Five crystals with the rocksalt structure have lost their names. Each is one of SnSe, SnTe, PbS, PbSe and PbTe, and the task is to return the names using the distance between neighbouring atoms and the band gap.

Rocksalt crystals (Fm-3m) computed with Ansatz 0.2.0: plane-wave PAW, r2SCAN for both the relaxed cells and the bands, no spin polarisation, cutoff 500 eV, k mesh 8×8×8. Occupations are fixed for the lead compounds and have Fermi–Dirac smearing for the tin compounds. The label extra_d marks the k point (0.5, 0.475, 0.525) in units of the reciprocal lattice vectors. Candidates: PbTe, SnSe, PbSe, PbS, SnTe.

```
row  band gap, r2SCAN (eV)  valence top at, r2SCAN
  A                  0.145                       L
  B                  0.692                       L
  C                  0.664                       L
  D                  0.013                 extra_d
  E                  1.090                       L
```

The distances between neighbouring atoms, which this table leaves out, are 3.189 Å in row A, 2.987 Å in row B, 3.089 Å in row C, 3.002 Å in row D and 3.268 Å in row E. Row A has the second-longest bond. In this structure a larger ion on either site stretches the bond. Lead is the larger cation and tellurium the largest anion, so PbTe must come first in length, and that place belongs to row E. Second place can go only to SnTe or PbSe, because each of the other two candidates has a smaller ion than one of these and no larger one. The volume per atom doesn't help to choose, since in rocksalt it is simply the cube of the bond.

The gap does help. Row A has 0.145 eV and row D only 0.013 eV, while the other three rows start at 0.664 eV. Two small gaps and three large ones match two tin compounds and three lead compounds. The match is useful only if there is a reason for tin to have the smaller gap, and the reason lies in a pair of electrons that seems to take little part in the bonding.

Sn and Pb in these compounds keep their outer s electrons, 5s² and 6s². These levels lie below the p levels of the anion, which supply most of the upper valence band. At the point L of the Brillouin zone, symmetry lets the cation s orbital mix with one combination of anion p orbitals. Two levels that mix repel each other: the lower one sinks and the upper one rises. The upper one is the top of the valence band, so the filled s pair pushes the valence top towards the empty cation p levels above it and narrows the gap.

When the levels are well separated, the size of the push follows from second-order perturbation theory:

push ≈ V² / Δ

Here V is the coupling between the two orbitals and Δ is their distance in energy before they mix. In these crystals the mixing is expected to be too strong for the formula to give sizes, but its direction holds: a larger Δ means a weaker push. Near the heavier lead nucleus the s electrons move faster, and relativity draws the 6s level down more than it does the 5s level of tin. Lead is therefore expected to have the larger Δ, the weaker push and the wider gap. Two further effects should point the same way: the longer bond of lead weakens V, and its empty p level lies slightly higher than that of tin. How the difference divides among the three is not shown here. The same lowering of the 6s level helps to make divalent lead so stable.

The levels of PbS from the same calculation fit the first part of this picture, the push itself; they don't test the difference between tin and lead. At Γ, the centre of the zone, symmetry forbids the mixing of cation s with anion p, and the top filled level there lies 2.2 eV below the one at L. Not all of this difference need be the push, because at Γ the anion p levels mix with the empty lead p levels and sink. A cleaner sign lies at L itself: a pair of filled levels, which can't mix with the s orbital, stays 1.825 eV below the top level, although overlap between the anions alone would be expected to place the single level below the pair. The orbital character of the levels was not printed, so the share of each can't be read off. With the gap rule accepted, row A is a tin compound, and its long bond makes it SnTe.

Rows B and C both have large gaps, so they are lead compounds, and row E has already taken PbTe. The gap can't tell the remaining two apart. It differs by only 0.028 eV, and no simple rule says whether sulfur or selenium should give the larger one. The bond can: it is 0.102 Å longer in row C, as the step from sulfur to selenium requires. Row B is PbS and row C is PbSe.

Row D is left with SnSe, but it deserves a test of its own, because its bond is almost that of row B. The two differ by 0.015 Å. SnSe has the smaller cation and PbS the smaller anion, and the two effects nearly cancel, so a general sense of ionic size can't decide between them. A sharper estimate supposes that replacing tin by lead lengthens the bond equally in selenides and tellurides. With d for the bond length, and with the names already given to rows A, C and E,

d(SnSe) ≈ d(SnTe) + d(PbSe) − d(PbTe)
d(SnSe) ≈ 3.189 + 3.089 − 3.268 = 3.010 Å

Row D misses this value by 0.008 Å and row B by 0.023 Å. The estimate contains no adjustable constant and favours the same choice as the gap. It is only a hint, because nothing guarantees that bond steps add to a hundredth of an ångström. The cell of row D was also left slightly compressed, so its fully relaxed bond would be a little longer, while that of row A was left slightly stretched. Both corrections would bring row D and the estimate closer together.

The gap of row D needs care as well. It is found not at L but at a point off the k mesh, a tenth of the way from L towards the corner W, labelled extra_d in the table. At L itself the same crystal has a gap of 0.491 eV. That is still 0.17 eV below the smallest gap of the lead group, so the assignment holds. If the bands at L stand in their usual order, though, the margin is much thinner than the column suggests.

Row E, already named by its size, holds a trap for anyone who starts from the gap. In many families of semiconductors a heavier anion and a longer bond go with a smaller gap. Here the longest bond has the largest gap, 1.090 eV. The s–p repulsion offers part of an explanation: a longer bond is expected to weaken V, so the valence top is pushed up less. The higher p level of tellurium works the other way. It lies further above the lead s level, which softens the push, but never by as much as the p level itself has risen. In this two-level picture the wider gap must then come from the weaker coupling, from a shift of the empty level, or from both. The weaker coupling alone is not expected to outweigh the rise of the p level, and the empty level has a push of its own: at L it mixes with the s orbital of the anion, which lies higher in tellurium and should lift it more. The runs hint at such a shift, since the lowest empty level at L lies 1.548 eV below the empty pair above it in PbS but only about 0.2 eV below it in SnTe. The levels of PbTe are not at hand, so the shares can't be given.

Neither the size of that gap nor its first place may be carried over to a real crystal. Spin–orbit coupling lowers the empty p levels of lead and would reduce all three lead gaps, most of all in PbTe, whose measured gap is smaller than that of PbS. Anyone who wants to rank real lead chalcogenides by their gaps therefore needs a calculation that includes this coupling, with a functional that has been tested on such small gaps.

The names are now complete: A is SnTe, B is PbS, C is PbSe, D is SnSe and E is PbTe. PbTe is sure from size alone. SnTe and PbSe need the gap rule, but a second argument supports them, since the step from selenium to tellurium usually lengthens a bond more than the step from tin to lead. The choice between SnSe and PbS is the least secure, because there size gives only a hint and the gap must carry the decision.

The rows with their labels:

```
formula  element on site A  Z A  element on site B  Z B  volume per atom (Å³)  shortest distance (Å)  smearing width  band gap, r2SCAN (eV)  valence top at, r2SCAN
   SnSe                 Sn   50                 Se   34                 27.06                  3.002         0.02 eV                  0.013                 extra_d
   SnTe                 Sn   50                 Te   52                 32.44                  3.189         0.02 eV                  0.145                       L
    PbS                 Pb   82                  S   16                 26.66                  2.987            0 eV                  0.692                       L
   PbSe                 Pb   82                 Se   34                 29.47                  3.089            0 eV                  0.664                       L
   PbTe                 Pb   82                 Te   52                 34.90                  3.268            0 eV                  1.090                       L
```

With the names in place, the odd gap of SnSe can be examined further. Going from selenide to telluride stretches the bond by nearly the same amount with either metal, 0.187 Å with tin and 0.179 Å with lead. With lead the gap at L grows by 0.426 eV. With tin it appears to shrink, from 0.491 to 0.145 eV, although the same anion has been exchanged.

The contradiction disappears if the push in SnSe is so strong that the s–p level at L has risen past the cation p level. The two have then changed places, and the gap at L should be counted as negative. If SnTe keeps the usual order, as its band edges at L suggest, the step from SnSe to SnTe becomes 0.145 + 0.491 = 0.636 eV, an increase as with lead. Such an inversion would also explain why the smallest gap lies beside L: further out the bands return to their usual order, and on the way they must meet. On the line from L to W the two levels have opposite sign under a twofold rotation, so without spin–orbit coupling they are expected to cross there exactly. The 0.013 eV would then be merely the distance between the bands at a sampled point close to their crossing, and the true gap of this model crystal, without spin–orbit coupling, would be zero. Real crystals are another matter: rocksalt SnTe is known to have inverted bands when spin–orbit coupling is present, and the stable form of SnSe is orthorhombic, not rocksalt.

The reading of the SnSe bands as inverted in this calculation has a second, stronger support. The occupations put the Fermi level midway in the gap at L, and from there to extra_d the top filled band rises by 0.12 eV while the lowest empty band falls by 0.35 eV. In PbS the two bands bend the other way, away from each other. Across the Γ–L axis the s–p level is expected to bend down, repelled by the empty p pair above, and the cation p level to bend up, repelled by the filled pair below, so edges that bend towards each other mark swapped levels. Energies alone still can't show directly which orbital sits on top. That takes the parity of the two levels at L, which was not printed: if they stand in the opposite order in SnSe and in PbSe, the bands of SnSe are inverted. That last confirmation is missing, but the shape of the bands leaves little room for the usual order.

The analysis program printed:

```
Largest difference between bond cubed and volume per atom, Å3: 0.009481
Bond, SnSe less PbS, Å: 0.015
Bond, S to Se with lead, Å: 0.102
Bond, Se to Te with lead, Å: 0.179
Bond, Se to Te with tin, Å: 0.187
Bond, Sn to Pb in the selenides, Å: 0.087
Bond, Sn to Pb in the tellurides, Å: 0.079
SnSe bond estimated by adding steps, Å: 3.01
Estimate less the SnSe bond, Å: 0.008
Estimate less the PbS bond, Å: 0.023
Smallest lead gap less largest tin gap in the column, eV: 0.519
Smallest lead gap less SnSe gap at L, eV: 0.1725
Gap, PbS less PbSe, eV: 0.028
Gap, PbTe less PbS, eV: 0.398
Gap at L, Se to Te with lead, eV: 0.426
Gap at L, Se to Te with tin if SnSe has normal band order, eV: -0.3465
Gap at L, Se to Te with tin if SnSe is inverted and counted negative, eV: 0.6365
PbS, top filled level at L above that at Gamma, eV: 2.211
PbS, top filled level at L above the filled pair at L, eV: 1.825
```
